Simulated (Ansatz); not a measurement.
# InAs: single point with PBE

Crystal: InAs.

```
CELL_PARAMETERS angstrom
0.00000 2.87730 2.87730
2.87730 0.00000 2.87730
2.87730 2.87730 0.00000
ATOMIC_POSITIONS crystal
In 0.50000 0.50000 0.50000
As 0.00000 0.00000 0.00000
```

Measurements of this composition are mostly on another form, of space group No. 216.

| Quantity | Value |
| --- | --- |
| Program | Ansatz 0.2.0 |
| Task | single point |
| Functional | PBE |
| Potentials or basis | all-electron LAPW, scalar-relativistic |
| Cutoff | 221 eV (chosen from the basis error) |
| Basis error allowed | 0.001 eV/atom |
| k mesh | 8 × 8 × 8 |
| Occupations | fermi-dirac, width 0.05 eV |
| Spin | no spin polarisation |

The pressure is -0.1 GPa, the band gap on the k mesh is none (metal or under the smearing width) and the loewdin charges are In +0.17; As -0.13 e.

Levels at points of the mesh, in eV from the Fermi level:
| k point | band 20 | band 21 | band 22 | band 23 | band 24 | band 25 |
| --- | --- | --- | --- | --- | --- | --- |
| (0.00, 0.00, 0.00) | -0.67 | -0.21 | -0.21 | -0.21 | 7.19 | 7.19 |
| (0.00, 0.00, -0.50) | -6.50 | 0.17 | 0.17 | 2.12 | 3.28 | 3.28 |
| (0.00, -0.50, -0.50) | -4.70 | -2.93 | -2.23 | -2.23 | 3.88 | 9.18 |

Wall time 5.2 s on 1 thread of Intel(R) Xeon(R) 6975P-C (Granite Rapids), on a shared host, peak memory 0.32 GiB.
